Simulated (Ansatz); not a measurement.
# InGaP2 (ordered model alloy, started on the GaP lattice) (Ima2): a band-gap study from LDA to G0W0 at the band limit

Wanted: the gap of InGaP2 (ordered model alloy, started on the GaP lattice) (Ima2) by functionals, hybrids and G0W0, carried to the basis limit, with what remains uncertain.

Method: density functionals, hybrids, G0W0, plane waves, PAW, in Ansatz 0.2.0.

**1. The starting structure**

Symmetry: Ima2, No. 46, orthorhombic system. Conventional cell: a = 7.936 Å, b = 7.949 Å, c = 11.208 Å, α = 90.00°, β = 90.00°, γ = 90.00°. Nearest to Ga lie 4 P at 2.32 to 2.40 Å. Nearest to In lie 4 P at 2.47 to 2.50 Å. Nearest to In lie 4 P at 2.48 to 2.52 Å. Nearest to Ga lie 4 P at 2.36 to 2.40 Å. Nearest to P lie 1 Ga at 2.32 Å and 3 In at 2.47 to 2.48 Å. Nearest to P lie 2 Ga at 2.36 Å and 2 In at 2.50 Å. It derives from GaP. Farther neighbours are not listed.

The structure was relaxed with LDA. The runs that relaxed it are not among those shown.

**2. LDA bands**

Levels along a band path, at the cheap level, show where the edges lie and whether the meshes to come will hold them.

This step: DFT, LDA, plane waves, PAW; PAW set soft_1.

input.yaml

```yaml
crystal:
  lattice:
    - [-0.0047183935, 5.6039885875, -5.6162220775]
    - [5.6162220775, 5.6039885875, 0.0047183935]
    - [5.611503684, 0.0, -5.611503684]
  atoms:
    - { symbol: Ga, position: [0.0002668062, -0.0007024568, 0.0002178253] }
    - { symbol: In, position: [0.000903567, 0.500903567, -0.000903567] }
    - { symbol: In, position: [0.4994471385, 0.500657247, -5.21927e-05] }
    - { symbol: Ga, position: [0.500055848, 5.5848e-05, -5.5848e-05] }
    - { symbol: In, position: [0.000903567, 0.500903567, 0.499096433] }
    - { symbol: In, position: [0.000657247, -0.0005528615, 0.4999478073] }
    - { symbol: Ga, position: [0.500055848, 5.5848e-05, 0.499944152] }
    - { symbol: Ga, position: [0.4992975432, 0.5002668062, 0.5002178253] }
    - { symbol: P, position: [0.8810838277, 0.3576572874, 0.8806294424] }
    - { symbol: P, position: [0.8643543157, 0.8856951228, 0.8855263617] }
    - { symbol: P, position: [0.3701530773, 0.8894193656, 0.8702137786] }
    - { symbol: P, position: [0.3856951228, 0.3643543157, 0.8644241998] }
    - { symbol: P, position: [0.8643543157, 0.8856951228, 0.3644241998] }
    - { symbol: P, position: [0.8576572874, 0.3810838277, 0.3806294424] }
    - { symbol: P, position: [0.3856951228, 0.3643543157, 0.3855263617] }
    - { symbol: P, position: [0.3894193656, 0.8701530773, 0.3702137786] }
kpoints:
  mp_grid: { grid: [4, 4, 4] }
  band_path:
    path:
      - [[0.0, 0.0, 0.0], [0.5, 0.0, 0.0]]
      - [[0.0, 0.5, 0.0], [0.0, 0.0, 0.0], [0.0, 0.0, 0.5]]
      - [[0.5, 0.5, 0.5], [0.0, 0.0, 0.0]]
    npoints: 10
hamiltonian:
  xc: lda
  pseudopotentials: { kind: paw, azcp: { folder: soft_1 }, xc_functional: pbe }
scf:
  occupations: { method: fermi_dirac, width: 0.02 }
  n_extra_bands: 9
output:
  eigenvalues: true
  write_density: true
  write_potential: true
  elf: true
  volumetric_format: npy
```

Launch:

```bash
$ ansatz run input.yaml --threads 4 --pin off --max-ram 17510MiB --backend cpu --events-out ev --progress --plain --runs-dir out
```

Numbers of over 12 decimals in the logs are rounded to 6 here.

Log:

```text
scf.n_extra_bands = 9 over 72 filled bands (N_el = 144.0): the run solves 81 bands
Engine: ansatz 0.2.0, aarch64-unknown-linux-gnu
Pseudopotentials: kind: paw
Pseudopotential: Ga, paw, valence charge 13, recommended cutoff 420 eV (normal), soft_1/Ga.paw.azcp
Pseudopotential: In, paw, valence charge 13, recommended cutoff 420 eV (normal), soft_1/In.paw.azcp
Pseudopotential: P, paw, valence charge 5, recommended cutoff 420 eV (normal), soft_1/P.paw.azcp
Functional definition: SPW92
  exchange = slater_x
  correlation = pw_c
Crystal: 16 atoms, lattice volume = 353.521 Å³
Basis set: ecut = 420 eV, 6859 PW (Γ)
Bands: 81, of which v1, the nominal top of the filled ones, is band 72 counted from 1 (71 counted from 0)
Symmetry: 4 space group operations
Space group: Ima2 (ITA 46), of the structure as read, at distance tolerance 7.1e-5 Å
k-points: 18 of 64 (time reversal used)
Non-local potential: Ga, projectors of the file, l = 0: 2, l = 1: 2, l = 2: 3, l = 3: 1
Non-local potential: In, projectors of the file, l = 0: 2, l = 1: 2, l = 2: 2, l = 3: 1
Non-local potential: P, projectors of the file, l = 0: 2, l = 1: 2, l = 2: 1
PAW form: soft (Blöchl's): semilocal exchange-correlation on the pseudo side does not see the compensation charge
PAW frozen core: Ga, regenerated for the run's functional, and the local potential with it (the file was generated under x = pbe(κ = 0.804, μ = 0.219515), c = pbe(β = 0.066725))
PAW frozen core: In, regenerated for the run's functional, and the local potential with it (the file was generated under x = pbe(κ = 0.804, μ = 0.219515), c = pbe(β = 0.066725))
PAW frozen core: P, regenerated for the run's functional, and the local potential with it (the file was generated under x = pbe(κ = 0.804, μ = 0.219515), c = pbe(β = 0.066725))
PAW one-centre angular grid: Ga, 590 points (default); XC on 64 Gauss nodes
PAW one-centre angular grid: In, 590 points (default); XC on 64 Gauss nodes
PAW one-centre angular grid: P, 110 points (default); XC on 64 Gauss nodes
Initial density: superposition of atomic densities (chi_scale 0.1, normalization cell, long waves kept (reshape's long-wave potential 0.02 eV rms))
Initial wavefunctions: pseudopotential atomic-orbital guess
Functional: x = slater, c = lda
SCF iter   1: F=—  HF=-42470.811552 eV  |F-HF|=—  |Δ(HF+E_count)|=         —  Δρ=3.85e-2  dr2=5.94e0  ethr=3.10e-3  ⟨swp⟩=9.4  Hψ=6931  notcnv=0
preconditioner: auto → Resta (q_TF=auto, 2.349 Å⁻¹)  ε∞=4.5  [insulator: Δε(μ)=1.148 eV  Ē_g=12.735 eV  σ=0.020 eV  W_gap=1.00  n_scr=64 (ndim 8)  ℏωp=23.7 eV  f_vac=0.000  D(μ)=0.00/eV (n_scr^D=0)  ε∞_Penn≈4.5]
SCF iter   2: F=—  HF=-42469.360885 eV  |F-HF|=—  |Δ(HF+E_count)|=    1.45e0  Δρ=2.15e-2  dr2=1.43e0  ethr=3.10e-3  ⟨swp⟩=2.7  Hψ=2261  notcnv=0  defer=54
SCF iter   3: F=—  HF=-42469.059418 eV  |F-HF|=—  |Δ(HF+E_count)|=   3.01e-1  Δρ=5.02e-3  dr2=9.96e-2  ethr=9.96e-4  ⟨swp⟩=3.1  Hψ=2883  notcnv=0  defer=54
SCF iter   4: F=—  HF=-42469.001831 eV  |F-HF|=—  |Δ(HF+E_count)|=   5.76e-2  Δρ=2.32e-3  dr2=2.22e-2  ethr=6.91e-5  ⟨swp⟩=3.3  Hψ=2920  notcnv=0  defer=54
SCF iter   5: F=—  HF=-42468.994081 eV  |F-HF|=—  |Δ(HF+E_count)|=   7.75e-3  Δρ=7.81e-4  dr2=2.69e-3  ethr=1.54e-5  ⟨swp⟩=2.1  Hψ=2807  notcnv=0  defer=54
SCF iter   6: F=—  HF=-42468.994843 eV  |F-HF|=—  |Δ(HF+E_count)|=   7.62e-4  Δρ=2.60e-4  dr2=1.99e-4  ethr=1.87e-6  ⟨swp⟩=3.0  Hψ=2914  notcnv=0  defer=54
SCF iter   7: F=—  HF=-42468.994870 eV  |F-HF|=—  |Δ(HF+E_count)|=   2.67e-5  Δρ=3.24e-5  dr2=2.86e-6  ethr=1.38e-7  ⟨swp⟩=2.0  Hψ=2342  notcnv=0  defer=54
SCF iter   8: F=—  HF=-42468.994833 eV  |F-HF|=—  |Δ(HF+E_count)|=   3.67e-5  Δρ=1.95e-5  dr2=9.19e-7  ethr=1.98e-9  ⟨swp⟩=2.4  Hψ=2812  notcnv=0  defer=54
SCF iter   9: F=—  HF=-42468.994833 eV  |F-HF|=—  |Δ(HF+E_count)|=   5.28e-7  Δρ=8.35e-6  dr2=1.86e-7  ethr=6.38e-10  ⟨swp⟩=2.0  Hψ=2700  notcnv=0  defer=54
SCF iter  10: F=-42468.994833 eV  HF=-42468.994833 eV  |F-HF|=7.49e-9  |Δ(HF+E_count)|=   2.40e-8  Δρ=2.20e-6  dr2=2.64e-8  ethr=6.94e-11  ⟨swp⟩=12.9  Hψ=5562  notcnv=0
SCF 1 converged in 10 iterations: F = -42468.994833 eV  dr2 = 2.64e-8
[...]
NSCF: frozen V_eff on 43 k-points
SCF converged after 10 iterations
Free energy (F): -42468.994833 eV
Harris-Foulkes:  -42468.994833 eV  (|F-HF|=7.49e-9)
Internal energy: -42468.994833 eV  (E = F + TS)
E sigma→0 (E₀):  -42468.994833 eV
Fermi energy:    7.597095 eV
--- Per-component energies (eV) ---
  E_band       = -443.712203
  E_kinetic    = 1885.221772
  E_local      = -11995.164489  (includes V_loc(G=0)·N_el)
  E_nonlocal   = 1226.112265
  E_hartree    = 6174.183908
  E_xc         = -1399.852689
  E_vxc        = -1080.803638  (∫ρ·V_xc dr)
  E_paw        = -28177.536716  (= ΣΔE_a)
  E_vpaw       = -2827.441667  (= ΣTr[D̂ρ^β])
  E_aug_tail   = -0.000618  (compensation charges beyond the density's cutoff)
  E_ewald      = -10190.949143
  E_core_change = 8.990877  (= ΣΔE_core)
  E_smearing   = -0.000000  (= −TS)
  E_closure    = -0.000000  (closes the sum)
  Σ components = -42468.994833   (vs F -42468.994833, Δ=0.00e0)
--- Band table (eV; the first three rows and the last of 18) ---
  k-point 0: bands = [... 68 lower, 6.3200, 7.1109, 7.1862, 7.2056, 7.9821, 8.2935, 8.5059, 8.5679, ... 5 higher]
  k-point 1: bands = [... 68 lower, 6.2078, 6.3024, 6.9334, 6.9974, 8.5431, 8.7727, 8.9272, 9.0221, ... 5 higher]
  k-point 2: bands = [... 68 lower, 6.4986, 6.4986, 6.6100, 6.6100, 8.8207, 8.8207, 9.3925, 9.3925, ... 5 higher]
  k-point 17: bands = [... 68 lower, 5.8930, 5.9979, 6.0039, 6.2777, 9.1564, 9.3102, 10.0468, 10.0820, ... 5 higher]
```

The job ended after 42 s (4 threads of Arm Neoverse V1, shared host; peak memory 1.5 GiB; 2.7 min of CPU time).

This step gave:

| Quantity | Value |
| --- | --- |
| filled bands | 72 |
| gap | 0.7765 eV |
| valence top at | Γ |
| conduction bottom at | Γ |
| least direct gap | 0.7765 eV |

In a supercell the zone is folded, so edges from different points of the primitive zone can meet at one k.

The electronic bands at the labelled points (eV, zero at the top of the highest nominally filled band):

```tsv
point	band 69	band 70	band 71	band 72	band 73	band 74	band 75	band 76
Γ	-0.89	-0.09	-0.02	0.00	0.78	1.09	1.30	1.36
halfway	-0.99	-0.96	-0.22	-0.21	1.23	1.64	1.73	1.75
X	-0.82	-0.82	-0.50	-0.49	1.36	1.91	2.05	2.08
jump to Y	-0.82	-0.82	-0.50	-0.49	1.36	1.91	2.05	2.08
halfway	-0.99	-0.96	-0.22	-0.21	1.23	1.64	1.73	1.75
Γ	-0.89	-0.09	-0.02	0.00	0.78	1.09	1.30	1.36
halfway	-1.00	-0.90	-0.27	-0.21	1.34	1.57	1.72	1.82
Z	-0.71	-0.71	-0.60	-0.60	1.62	1.62	2.19	2.19
jump to R	-0.71	-0.71	-0.60	-0.60	1.62	1.62	2.19	2.19
halfway	-1.00	-0.90	-0.27	-0.21	1.34	1.57	1.72	1.82
Γ	-0.89	-0.09	-0.02	0.00	0.78	1.09	1.30	1.36
```

ELF in the ac plane of the conventional cell at fractional y = 0.000, with atoms of In and Ga and P within 0.2 Å of it. It is the smooth field of the valence electrons, not physical close to the nuclei.

Ten even steps from '_' (0.01) to '@' (0.87), each cell a mean:
```
__..--##%%%%%%%%++::____..--##%%%%%%%%++::__
::--**@@%%++##@@%%==::::--**@@%%++##@@%%==::
--++%%@@==__..##@@**----++%%@@==__..##@@**--
..--**##++::--####++::..--**##++::--####++::
__..==**%%%%%%##++::____..==**%%%%%%##++::__
____..--++****==::________..--++****==::____
________..::::..______________..::::..______
____________________________________________
......____________..........____________....
::::::..______..::::::::::::..______..::::::
..::::::..__..::::::....::::::..__..::::::..
____::::--------::..______::::--------::..__
__..::==##%%%%**--..____..::==##%%%%**--..__
::::==%%@@##%%@@**--::::::==%%@@##%%@@**--::
::==##@@++..--%%@@++::::==##@@++..--%%@@++::
..--##%%==..::##%%++::..--##%%==..::##%%++::
__..==##%%%%%%##**--____..==##%%%%%%##**--__
____..==**####++--..______..==**####++--..__
______..::--::..____________..::--::..______
____________________________________________
....______________........______________....
::::::..________..::::::::::..________..::::
..::::::..__....::::....::::::..__....::::..
....::--========--..__....::--========--..__
```
Columns run along a (7.9 Å), rows up along c (11.2 Å), edges of the conventional cell, whose origin can differ from the input's. Atoms in or near the plane, at fractional coordinates: In at (0.50, 0.50), Ga at (0.00, 0.00), In at (0.00, 0.50), Ga at (0.50, 0.00), P at (0.75, 0.37), P at (0.25, 0.88), P at (0.25, 0.37), P at (0.75, 0.88).

Valence density in the ac plane of the conventional cell at fractional y = 0.000, with atoms of In and Ga and P within 0.2 Å of it. It is the smooth field of the valence electrons, not physical close to the nuclei.

Ten steps, logarithmic in the rise over the least value, from '_' (0 e/Å³) to '@' (30 e/Å³), each cell a mean:
```
%%++::............--##%%++::............--##
--::::::::::::::::::::--::::::::::::::::::::
__....::::__..::::..____....::::__..::::..__
____..::::..::::..________..::::..::::..____
______....::::..____________....::::..______
__________....__________________....________
____________________________________________
____________________________________________
____________________________________________
....______________........______________....
++==::__________..--++++==::__________..--++
##**--..______..::++####**--..______..::++##
**++--..........::==****++--..........::==**
----::::::::::::::::------::::::::::::::::--
......::::....::::..........::::....::::....
____..::::....::..________..::::....::..____
______..::::::....__________..::::::....____
________......________________......________
____________________________________________
____________________________________________
____________________________________________
....________________......________________..
++--..____________::==++--..____________::==
@@**::..________..==%%@@**::..________..==%%
```
Columns run along a (7.9 Å), rows up along c (11.2 Å), edges of the conventional cell, whose origin can differ from the input's. Atoms in or near the plane, at fractional coordinates: In at (0.50, 0.50), Ga at (0.00, 0.00), In at (0.00, 0.50), Ga at (0.50, 0.00), P at (0.75, 0.37), P at (0.25, 0.88), P at (0.25, 0.37), P at (0.75, 0.88).

**3. LDA+SOC**

Spin-orbit coupling can split or shift the edges; a non-collinear run measures by how much.

This step: DFT, LDA with spin-orbit coupling, plane waves, PAW; PAW set soft_1.

Edit input.yaml of step 2 so:

```diff
@@ -26,17 +26,18 @@
     path:
-      - [[0.0, 0.0, 0.0], [0.5, 0.0, 0.0]]
-      - [[0.0, 0.5, 0.0], [0.0, 0.0, 0.0], [0.0, 0.0, 0.5]]
-      - [[0.5, 0.5, 0.5], [0.0, 0.0, 0.0]]
-    npoints: 10
+      - [0.0, 0.0, 0.0]
+      - [0.5, 0.0, 0.0]
+      - [0.0, 0.5, 0.0]
+      - [0.0, 0.0, 0.5]
+      - [0.5, 0.5, 0.5]
+    npoints: 1
 hamiltonian:
   xc: lda
-  pseudopotentials: { kind: paw, azcp: { folder: soft_1 }, xc_functional: pbe }
+  pseudopotentials: { kind: paw_fr, azcp: { folder: soft_1 }, xc_functional: pbe }
 scf:
   occupations: { method: fermi_dirac, width: 0.02 }
-  n_extra_bands: 9
+  n_extra_bands: 18
+magnetization:
+  noncollinear: true
+  spin_orbit: true
 output:
   eigenvalues: true
-  write_density: true
-  write_potential: true
-  elf: true
-  volumetric_format: npy
```

Log:

```text
[...]
non-collinear run that drives no moment, with spin-orbit: no starting moment large enough to seed its density (crystal.atoms[].spin), no starting occupations that ask for one, no magnetisation constraint and no magnetic field, so the semilocal B_xc is pinned to zero
Crystal: 16 atoms, lattice volume = 353.521 Å³
Basis set: ecut = 420 eV, 6859 PW (Γ)
[...]
k-point 0: bands = [... 140 lower, 7.1879, 7.1879, 7.2312, 7.2312, 7.9817, 7.9817, 8.2926, 8.2926, ... 14 higher]
  k-point 1: bands = [... 140 lower, 6.9100, 6.9110, 7.0105, 7.0178, 8.5419, 8.5428, 8.7704, 8.7723, ... 14 higher]
  k-point 2: bands = [... 140 lower, 6.6194, 6.6194, 6.6292, 6.6292, 8.8190, 8.8190, 8.8193, 8.8193, ... 14 higher]
  k-point 17: bands = [... 140 lower, 6.0220, 6.0220, 6.2753, 6.2753, 9.1542, 9.1542, 9.3075, 9.3075, ... 14 higher]
[key lines of the parts left out:]
SCF converged after 10 iterations
Magnetization: |M| = 0.0000 μB,  M = (+0.0000, +0.0000, +0.0000) μB
Free energy (F): -42476.691145 eV
Fermi energy:    7.607506 eV
```

The job ended after 3.6 min (4 threads; peak memory 4.8 GiB).

Numbers from this step:

- gap: 0.7505 eV
- valence top at: Γ
- conduction bottom at: Γ
- least direct gap: 0.7505 eV

The gap stands −0.03 eV against LDA.

**4. r2SCAN**

The meta-GGA depends on the orbitals through the kinetic-energy density, which usually opens the gap somewhat.

This step: DFT, r2SCAN, plane waves, PAW; PAW set soft_1.

Edit input.yaml of step 3 so:

```diff
@@ -33,10 +33,7 @@
 hamiltonian:
-  xc: lda
-  pseudopotentials: { kind: paw_fr, azcp: { folder: soft_1 }, xc_functional: pbe }
+  xc: r2scan
+  pseudopotentials: { kind: paw, azcp: { folder: soft_1 } }
 scf:
-  occupations: { method: fermi_dirac, width: 0.02 }
-  n_extra_bands: 18
-magnetization:
-  noncollinear: true
-  spin_orbit: true
+  occupations: { method: fixed }
+  n_extra_bands: 9
 output:
```

Log:

```text
[...]
Crystal: 16 atoms, lattice volume = 353.521 Å³
Basis set: ecut = 500 eV, 8949 PW (Γ), exchange–correlation on 240×240×240 points (64 copies of the dense FFT grid, shifted against one another)
Bands: 81, of which v1, the nominal top of the filled ones, is band 72 counted from 1 (71 counted from 0)
Symmetry: 4 space group operations
[...]
k-points: 18 of 64 (time reversal used)
[...]
--- Band table (eV; the first three rows and the last of 18) ---
  k-point 0: bands = [... 68 lower, 6.3750, 7.1990, 7.2696, 7.2853, 8.6563, 8.8520, 9.0813, 9.0886, ... 5 higher]
  k-point 1: bands = [... 68 lower, 6.2598, 6.3580, 7.0090, 7.0723, 9.1075, 9.3075, 9.4122, 9.5430, ... 5 higher]
  k-point 2: bands = [... 68 lower, 6.5612, 6.5612, 6.6750, 6.6750, 9.4022, 9.4022, 9.9018, 9.9018, ... 5 higher]
  k-point 17: bands = [... 68 lower, 5.9361, 6.0436, 6.0497, 6.3369, 9.6433, 9.8053, 10.6124, 10.6326, ... 5 higher]
[key lines of the parts left out:]
SCF converged after 10 iterations
Free energy (F): -43688.466380 eV
Fermi energy:    7.285328 eV
```

Elapsed: 40 s, on 4 threads; peak memory 1.9 GiB.

This step gave:

| Quantity | Value |
| --- | --- |
| gap | 1.371 eV |
| valence top at | Γ |
| conduction bottom at | Γ |
| least direct gap | 1.371 eV |

The gap stands +0.59 eV against LDA.

**5. HSE06**

HSE06 mixes in a quarter of exact exchange at short range. Exchange couples all pairs of k points, which makes a full band path dear, so levels are read on the mesh and at chosen points.

This step: DFT, HSE06, plane waves, PAW; PAW set soft_1.

Edit input.yaml of step 4 so:

```diff
@@ -23,3 +23,3 @@
 kpoints:
-  mp_grid: { grid: [4, 4, 4] }
+  mp_grid: { grid: [2, 2, 2] }
   band_path:
@@ -33,3 +33,3 @@
 hamiltonian:
-  xc: r2scan
+  xc: hse06
   pseudopotentials: { kind: paw, azcp: { folder: soft_1 } }
```

Log:

```text
[...]
davidson cushion auto → on  (no smearing: the cushion is to keep the highest requested band from converging to the state above it; pin scf.eigensolver.cushion to override)
Crystal: 16 atoms, lattice volume = 353.521 Å³
Basis set: ecut = 420 eV, 6859 PW (Γ)
Bands: 81, of which v1, the nominal top of the filled ones, is band 72 counted from 1 (71 counted from 0)
Symmetry: 4 space group operations
[...]
k-points: 5 of 8
[...]
Fermi energy:    7.051516 eV
[...]
--- Band table (eV; the first three rows and the last of 5) ---
  k-point 0: bands = [... 68 lower, 6.0972, 6.9665, 7.0371, 7.0515, 8.8873, 9.0781, 9.2424, 9.2960, ... 5 higher]
  k-point 1: bands = [... 68 lower, 6.3047, 6.3047, 6.4173, 6.4173, 9.6555, 9.6555, 10.1181, 10.1181, ... 5 higher]
  k-point 2: bands = [... 68 lower, 6.1817, 6.1852, 6.5226, 6.5316, 9.4106, 9.9264, 9.9882, 10.0305, ... 5 higher]
  k-point 4: bands = [... 68 lower, 5.6486, 5.7632, 5.7694, 6.0593, 9.9009, 10.0401, 10.8667, 10.9140, ... 5 higher]
[key lines of the parts left out:]
Free energy (F): -43595.251896 eV
```

Run time: 2.1 min. Hardware: 4 threads; peak memory 3.7 GiB; 7.6 min of CPU time.

This step gave:

```yaml
gap: 1.836 eV
valence_top_at: Γ
conduction_bottom_at: Γ
least_direct_gap: 1.836 eV
```

The gap stands +1.06 eV against LDA.

(Continued in part 2 of 2.)

[Paths, hosts, dates, memory and timing lines, banners, echoed tables and standing remarks are left out of the program output.]

[Logs are printed without paths, hosts, clocks, repeated set-up lines and the standing remarks that a program may print on its own settings, such as how far it seeks lower states.]

[Runs of the session that timed out or met a known fault of the program may be left out.]

[Cells called generated may have been cut or substituted from an entry of the Crystallography Open Database or the Materials Project.]

[Hosts, paths, dates, database ids (printed as entryN), source tags and the programs' standing remarks are cut or masked in the printed files.]
